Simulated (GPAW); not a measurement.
# Fe (P6_3/mmc) in GPAW: single point with LDA

Aim: the single point of Fe with LDA.

All numbers are computed with GPAW 26.7.0; they aren't measurements. Logs are shortened: lines on timing, memory, paths and dates and some standing lists are left out, and cuts for length are marked. The log counts tension as positive stress, the text compression.

## (1) The crystal as given

The structure is hexagonal, space group P6_3/mmc (No. 194). Conventional cell: a = 2.434 Å, b = 2.434 Å, c = 3.842 Å, α = 90.00°, β = 90.00°, γ = 120.00°. Fe (site symmetry -6m2) has 12 Fe at 2.38 to 2.43 Å as nearest neighbours.

This isn't the form of Fe at room conditions, which is bcc.

## (2) Single point, LDA, collinear spin, ferromagnetic start

File run.py:

```python
from ase import Atoms
from ase.dft.bandgap import bandgap
from ase.io import write
from ase.units import GPa
from gpaw import GPAW, PW

atoms = Atoms(['Fe', 'Fe'],
              cell=[[2.4341575853, 0.0, 0.0],
                    [-1.2170787927, 2.1080423057, 0.0],
                    [0.0, 0.0, 3.84193447]],
              scaled_positions=[[0.6666666667, 0.3333333333, 0.75],
                                [0.3333333333, 0.6666666667, 0.25]],
              pbc=True)
atoms.set_initial_magnetic_moments([4.0, 4.0])

calc = GPAW(mode=PW(450),
            xc='LDA',
            kpts={'size': (10, 10, 6), 'gamma': True},
            occupations={'name': 'fermi-dirac', 'width': 0.05},
            nbands=19,
            maxiter=120,
            txt='gpaw.txt')
atoms.calc = calc
energy = atoms.get_potential_energy()
forces = atoms.get_forces()
stress = atoms.get_stress()
calc.write('gs.gpw')
write('result.traj', atoms)
print(f'Energy: {energy:.6f} eV')
print('Forces (eV/A):')
print(forces.round(4))
print('Stress (GPa):', (stress / GPa).round(3))
print('Moments:', calc.get_magnetic_moments().round(3))
print('Fermi level:', round(calc.get_fermi_level(), 4), 'eV')
print(f'Gap: {bandgap(calc)[0]:.4f} eV, direct: {bandgap(calc, direct=True)[0]:.4f} eV')
```

Potentials or basis: the program's PAW data sets (release 1.2.1) made for this functional, pw.

Command:

```bash
> OMP_NUM_THREADS=1 python run.py
```

gpaw.txt:

```text
__  _  _
 | _ |_)|_||  |
 |__||  | ||/\| - 26.7.0

Input parameters:
  mode=PW(ecut=450.00000000000006),
  kpts=MonkhorstPack(size=(10, 10, 6), gamma=True),
  maxiter=120,
  nbands=19,
  occupations=Occupations(name='fermi-dirac', width=0.05),
  xc=XC(name='LDA')

Diagonalizing LCAO Hamiltonian
Converting LCAO to pw mode

          Fe

        Fe

Atoms  # Å, Bohr magnetons
|   | symbol |         x |        y |        z |    initial magnetic moments |
|---|--------|-----------|----------|----------|-----------------------------|
| 0 |     Fe |  1.217079 | 0.702681 | 2.881451 | ( 0.0000,  0.0000,  4.0000) |
| 1 |     Fe | -0.000000 | 1.405362 | 0.960484 | ( 0.0000,  0.0000,  4.0000) |

Unit cell  # Å
| periodic |         x |        y |        z |  lengths |     angles |
|----------|-----------|----------|----------|----------|------------|
|      yes |  2.434158 | 0.000000 | 0.000000 | 2.434158 |  90.000000 |
|      yes | -1.217079 | 2.108042 | 0.000000 | 2.434158 |  90.000000 |
|      yes |  0.000000 | 0.000000 | 3.841934 | 3.841934 | 120.000000 |

Number of symmetries: 12
Symmetry operations  # r_c * U_cc + t_c -> r_c
|    | kind |            matrix            |
|----|------|------------------------------|
|  0 |  σ   |  1, 1, 0,  0,-1, 0,  0, 0, 1 |
|  1 |  S6  |  1, 1, 0, -1, 0, 0,  0, 0,-1 |
|  2 |  E   |  1, 0, 0,  0, 1, 0,  0, 0, 1 |
|  3 |  C2  |  1, 0, 0, -1,-1, 0,  0, 0,-1 |
|  4 |  C2  |  0, 1, 0,  1, 0, 0,  0, 0,-1 |
|  5 |  C3  |  0, 1, 0, -1,-1, 0,  0, 0, 1 |
|  6 |  S6  |  0,-1, 0,  1, 1, 0,  0, 0,-1 |
|  7 |  σ   |  0,-1, 0, -1, 0, 0,  0, 0, 1 |
|  8 |  σ   | -1, 0, 0,  1, 1, 0,  0, 0, 1 |
|  9 |  i   | -1, 0, 0,  0,-1, 0,  0, 0,-1 |
| 10 |  C3  | -1,-1, 0,  1, 0, 0,  0, 0, 1 |
| 11 |  C2  | -1,-1, 0,  0, 1, 0,  0, 0,-1 |

BZ-sampling:
  Number of BZ points: 600
  Number of IBZ points: 72

  Monkhorst-Pack size: [10, 10, 6]
  Monkhorst-Pack shift: [0.05, 0.05, 0.08333333333333333]

K-points  # in reciprocal-cell coordinates
|     |                                coordinates |     weight |
|-----|--------------------------------------------|------------|
|   0 | (  0.00000000,   0.00000000,   0.00000000) | 0.00166667 |
|   1 | (  0.00000000,   0.00000000,   0.16666667) | 0.00333333 |
|   2 | (  0.00000000,   0.00000000,   0.33333333) | 0.00333333 |
|   3 | (  0.00000000,   0.00000000,   0.50000000) | 0.00166667 |
|   4 | (  0.10000000,   0.00000000,  -0.33333333) | 0.01000000 |
|   5 | (  0.10000000,   0.00000000,  -0.16666667) | 0.01000000 |
|   6 | (  0.10000000,   0.00000000,   0.00000000) | 0.01000000 |
|   7 | (  0.10000000,   0.00000000,   0.16666667) | 0.01000000 |
|   8 | (  0.10000000,   0.00000000,   0.33333333) | 0.01000000 |
|   9 | (  0.10000000,   0.00000000,   0.50000000) | 0.01000000 |
| ... |                                            |            |
|  71 | (  0.50000000,   0.50000000,   0.50000000) | 0.00500000 |

Plane wave coefficients: 446
Cutoff: 450.00000000000006 eV

Spin-components: 2 (collinear spins)
Bands:           19
Projectors:      12
Spin-degeneracy: 1
Datatype:        complex128

Parallelization:
  kpt:    1
  domain: 1
  band:   1

Density:
  Valence electrons: 16.0
  Components: 2
  Grid points: [12 12 20]
  Charge: 0.0  # |e|

Potential:
  Grid points: [12 12 20]

species:
  Fe:
    name:    Iron
    Z:       26.0
    valence: 8
    core:    18
    charge:  0.0  # [|e|]
    compensation charges:
      type: gauss
      rc: 0.33  # [Å]
      lmax: 2
    cutoffs:
      filter: 2.06  # [Å]
      core: 2.67  # [Å]
    projectors
    | kind |    occ | energy [eV] | rcut [Å] |
    |------|--------|-------------|----------|
    |   4s |  2.000 |      -5.481 |    1.164 |
    |   4p |  0.000 |      -1.431 |    1.058 |
    |   3d |  6.000 |      -7.753 |    1.058 |
    |    s |        |      21.730 |    1.164 |
    |    p |        |      25.780 |    1.058 |
    |    d |        |      19.459 |    1.058 |

    Using partial waves for Fe as LCAO basis

Reference energy: -69115.878741  # eV

eigensolver:
  PPCG
  Converge bands: occupied
  niter=2

density mixing:
  MSR1-Mixer
  Pratt-step length: 0.05
  Maximum mixing coefficient: 0.75
  Old densities: 10
  SVD Regularization: 0.005
  Good broyden scale: 1.0
  Trust region scale: 1.0
  Backstep threshold: 4.0
  History deletion threshold: 6.0
  Fourier metric: weight=20.0, sigma=0.015

occupation numbers:
  Fermi-Dirac:
    width: 0.0500  # eV

poisson solver:
  ecut: 3600.0000000000005  # eV

xc functional:
  name: None

convergence criteria:
- Maximum [total energy] change in last 3 cyles: 0.0005 eV / valence electron
- Maximum integral of absolute [dens]ity change: 0.0001 electrons / valence electron
- Maximum integral of absolute [eigenst]ate change: 4e-08 eV^2 / valence electron
maximum number of iterations: 120

SCF iterations
|iter     | |      energy | eigst |  dens |  magmom |
|---------|-|-------------|-------|-------|---------|
|iter:   1| |  -18.494518 | +0.52 |       |  +8.0125|
|iter:   2| |  -18.559017 | -1.47 | -0.68 |  +7.8767|
|iter:   3| |  -19.213828 | -1.35 | -0.70 |  +5.7851|
|iter:   4| |  -19.781871 | -1.94 | -1.01 |  +4.0837|
|iter:   5| |  -20.226854 | -0.99 | -0.88 |  +1.2547|
|iter:   6| |  -19.173413 | -0.75 | -1.11 |  -5.7811|
|iter:   7| |  -18.609828 | -0.42 | -0.71 |  -7.5521|
|iter:   8| |  -20.194717 | -1.05 | -0.76 |  -2.7303|
|iter:   9| |  -20.416155 | -1.16 | -0.91 |  +1.2315|
|iter:  10| |  -20.446815 | -1.97 | -1.30 |  +0.2247|
|iter:  11| |  -20.438282 | -2.83 | -1.77 |  +0.1511|
|iter:  12| |  -20.437570 | -3.39 | -2.11 |  +0.0000|
|iter:  13| |  -20.437441c| -4.58 | -2.78 |  -0.0174|
|iter:  14| |  -20.437409c| -4.84 | -2.94 |  -0.0155|
|iter:  15| |  -20.437422c| -5.85 | -3.44 |  -0.0055|
|iter:  16| |  -20.437423c| -6.62 | -3.84 |  -0.0010|
|iter:  17| |  -20.437423c| -7.52c| -4.46c|  -0.0002|

Converged in 17 steps
Energy contributions relative to reference atoms: (reference = -69115.878741)

Energy contributions:
  Kinetic:           7.249362
  Coulomb:          -6.153767
  Zero:              0.291662
  External:          0.000000
  Xc:              -21.812898
  Entropy:          -0.023566
  Spinorbit:         0.000000
  ----------------------------
  Free energy:     -20.449206
  Extrapolated:    -20.437423

dipole moment: (-0.000012, -0.000021, -0.000038)  # |e|*Ang

Total magnetic moment: (0.000000, 0.000000, -0.000206)

Local magnetic moments
|        x |        y |         z |
|----------|----------|-----------|
| 0.000000 | 0.000000 | -0.000111 |  # Fe   0
| 0.000000 | 0.000000 | -0.000111 |  # Fe   1

Fermi level: 11.848
Eigenvalues  # (at kpt = [0.000, 0.000, 0.000])
| band index |      eig [eV] | occ [0-1] |      eig [eV] | occ [0-1] |
|------------|---------------|-----------|---------------|-----------|
|          0 |         2.646 |     1.000 |         2.646 |     1.000 |
|          1 |         6.640 |     1.000 |         6.640 |     1.000 |
|          2 |        10.082 |     1.000 |        10.082 |     1.000 |
|          3 |        10.082 |     1.000 |        10.082 |     1.000 |
|          4 |        10.222 |     1.000 |        10.221 |     1.000 |
|          5 |        10.585 |     1.000 |        10.585 |     1.000 |
[... 9 lines left out ...]
|         15 |        21.362 |     0.000 |        21.362 |     0.000 |
|         16 |        21.466 |     0.000 |        21.466 |     0.000 |
|        ... |               |           |               |           |
|         18 |        21.529 |     0.000 |        21.529 |     0.000 |

No gap
No difference between direct/indirect transitions

Forces  # eV/Ang
|        x |        y |        z |
|----------|----------|----------|
| -0.00000 |  0.00000 | -0.00005 |  # Fe   0
|  0.00000 | -0.00000 |  0.00005 |  # Fe   1

Stress tensor  # eV/Ang^3
|        x |        y |        z |
|----------|----------|----------|
| 0.072878 | 0.000000 | 0.000000 |
| 0.000000 | 0.072878 | 0.000000 |
| 0.000000 | 0.000000 | 0.083410 |

# Writing to gs.gpw (mode='')
```

stdout:

```text
Energy: -20.437423 eV
Forces (eV/A):
[[-0.  0. -0.]
 [ 0. -0.  0.]]
Stress (GPa): [11.676 11.676 13.364  0.     0.     0.   ]
Moments: [-0. -0.]
Fermi level: 11.8482 eV
Gap: 0.0000 eV, direct: 0.0000 eV
```

Wall time 37 s (1 thread of Arm Neoverse V1, shared host); peak memory 0.16 GiB.

Results:

* Free energy: -20.4492 eV
* Pressure: -12.2 GPa
* Band gap on the k mesh: none (metal or under the smearing width)
* Net moment: 0.00 μB per cell

Stress tensor (GPa, compression positive):
```
-11.68   0.00   0.00
  0.00 -11.68   0.00
  0.00   0.00 -13.36
```

Levels at points of the mesh, in eV from the Fermi level:
Spin up:
```tsv
k point	band 6	band 7	band 8	band 9	band 10	band 11
(0.00, 0.00, 0.00)	-1.26	-1.26	-0.91	-0.91	0.50	0.75
(0.00, 0.00, 0.50)	-1.90	-1.90	-1.90	0.34	0.34	0.34
(0.50, 0.50, 0.00)	-1.62	-1.15	0.86	1.11	1.15	2.79
(0.50, 0.50, 0.50)	-0.70	0.08	0.08	1.01	1.01	2.54
```
Spin down:
```csv
k point,band 4,band 5,band 6,band 7,band 8,band 9,band 10,band 11,band 12,band 13
"(0.00, 0.00, 0.00)",-1.77,-1.63,-1.26,-1.26,-0.91,-0.91,0.50,0.75,0.75,9.11
"(0.00, 0.00, 0.50)",-2.21,-1.90,-1.90,-1.90,-1.90,0.34,0.34,0.34,0.34,9.41
"(0.50, 0.50, 0.00)",-2.20,-2.09,-1.62,-1.15,0.86,1.11,1.15,2.79,4.99,9.42
"(0.50, 0.50, 0.50)",-3.34,-0.70,-0.70,0.08,0.08,1.01,1.01,2.54,2.54,9.45
```

Caveat: the cutoff is short for stress and forces, so pressures can be off by a GPa or more; the starting moments collapsed, and a magnetic state may lie lower.
